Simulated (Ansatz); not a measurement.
# Sc (diamond type): how the settings move a single-point run

Aim: see which settings change the result for Sc (diamond type), by how much, and at what cost.

Program: Ansatz 0.2.0. Level of theory: reference: DFT, PBE, all-electron PAW with datasets made for the crystal, scalar-relativistic. These are calculated values, not measurements.

## (1) The system as given

Symmetry: Fd-3m, No. 227, cubic system. The conventional cell has a = 6.459 Å, b = 6.459 Å, c = 6.459 Å, α = 90.00°, β = 90.00°, γ = 90.00°. Around Sc (site symmetry -43m) lie 4 Sc at 2.80 Å.

As a file:

```
Sc
1.0
     0.00000    3.22972    3.22972
     3.22972    0.00000    3.22972
     3.22972    3.22972    0.00000
Sc
2
Direct
  0.00000 0.00000 0.00000
  0.25000 0.25000 0.25000
```

## (2) Reference

input.yaml reads:

```yaml
crystal:
  lattice:
    - [0.0, 3.229723487, 3.229723487]
    - [3.229723487, 0.0, 3.229723487]
    - [3.229723487, 3.229723487, 0.0]
  atoms:
    - { symbol: Sc, position: [0.0, 0.0, 0.0] }
    - { symbol: Sc, position: [0.25, 0.25, 0.25] }
kpoints:
  mp_grid: { grid: [10, 10, 10] }
  band_path:
    path:
      - [0.0, 0.0, 0.0]
      - [0.5, 0.0, 0.5]
      - [0.625, 0.25, 0.625]
      - [0.375, 0.375, 0.75]
      - [0.0, 0.0, 0.0]
      - [0.5, 0.5, 0.5]
      - [0.5, 0.25, 0.75]
      - [0.5, 0.0, 0.5]
    npoints: 8
scf:
  occupations: { method: fermi_dirac, width: 0.03 }
hamiltonian:
  xc: pbe
  pseudopotentials: { kind: all_electron, datasets: crystal }
output:
  forces: true
  stress: true
  eigenvalues: true
  efg: { contact_densities: true }
```

Run with:

```bash
$ ansatz run input.yaml --threads 1 --pin off --max-ram 2048MiB --backend cpu --events-out ev --progress --plain --runs-dir out
```

## (3) Changed: xc r2scan

Changes to input.yaml since step 2:

```diff
@@ -24,3 +24,3 @@
 hamiltonian:
-  xc: pbe
+  xc: r2scan
   pseudopotentials: { kind: all_electron, datasets: crystal }
```

Q: Predict the outcome of this session. Wanted: for each run, ending; energy change; pressure; gap; force.

The runs gave:

```csv
run,ending,energy change,pressure (GPa),gap (eV),force (eV/Å),cycles,time
reference,converged,-,0.0,0.00,0.00,8,10 s
1: xc r2scan,converged,not comparable,-0.7,0.00,0.00,10,20 s
```

Residual by cycle in the longest SCF loop of each run; runs are numbered as in the table. The quantity is the density residual dr2, in eV.

```csv
cycle,reference,run 1
1,0.0252,0.0548
2,0.0198,0.0242
3,0.00118,0.00286
4,9.7e-5,5.2e-4
5,8.0e-5,5.9e-4
6,2.4e-5,9.8e-5
7,2.9e-6,2.0e-5
8,3.3e-8,2.6e-6
9,-,1.2e-6
10,-,3.1e-8
```

**Reading.** After a change of functional the difference of the totals has no physical meaning; the pressure goes from 0.0 to -0.7 GPa. At this fixed cell a lower pressure means that this functional prefers a smaller volume than the reference. Cost: 10 SCF cycles against 8, 20 s against 10 s.

Changed settings gave other datasets; differences in energy of a few meV/atom between such runs can come from the datasets alone.
